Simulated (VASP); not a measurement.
Input of a VASP 6.6.1 run:

File INCAR:

```
PREC = Accurate
ENCUT = 600
EDIFF = 1E-6
ISMEAR = 0
SIGMA = 0.03
LREAL = F
LASPH = T
NELM = 80
ALGO = Normal
ISIF = 3
LWAVE = F
LCHARG = F
IBRION = 2
NSW = 90
EDIFFG = -0.01
LATTICE_CONSTRAINTS = .TRUE. .TRUE. .FALSE.
```

File KPOINTS:

```
Automatic mesh
0
Gamma
  12 12 1
```

Contents of POSCAR:

```
SnS2
1.0
    3.6390000000      0.0000000000      0.0000000000
   -1.8195000000      3.1514664400      0.0000000000
    0.0000000000      0.0000000000     20.9340000000
S Sn
2 1
Direct
    0.6666666700      0.3333333300      0.4299226100
    0.3333333300      0.6666666700      0.5700773900
    0.0000000000      0.0000000000      0.5000000000
```

Potentials or basis: VASP PAW LDA potentials, release 64 (S, Sn_d).

Command:

```console
$ cat potpaw_LDA.64/S/POTCAR potpaw_LDA.64/Sn_d/POTCAR > POTCAR
$ mpirun -np 1 vasp_std > vasp.out
```

Q: What does it give for the relaxed cell?

A: a = 3.617 Å, b = 3.617 Å, c = 20.934 Å, α = 90.00°, β = 90.00°, γ = 120.00°.

Q: What does it give for the band gap on the k mesh?

A: 1.48 eV, indirect (least direct gap 1.76 eV).

Q: What does it give for the space group after relaxing (to 0.05 Å)?

A: P-3m1 (No. 164).

Q: Predict the relaxed volume.

A: 79.06 Å³/atom.

Final structure:
```
CELL_PARAMETERS angstrom
3.61701 0.00000 0.00000
-1.80851 3.13243 0.00000
0.00000 0.00000 20.93400
ATOMIC_POSITIONS crystal
S 0.66667 0.33333 0.42987
S 0.33333 0.66667 0.57013
Sn 0.00000 0.00000 0.50000
```

Caveat: spin-orbit coupling is left out, which moves the levels of the heavy elements. LDA usually gives volumes a few per cent too small.
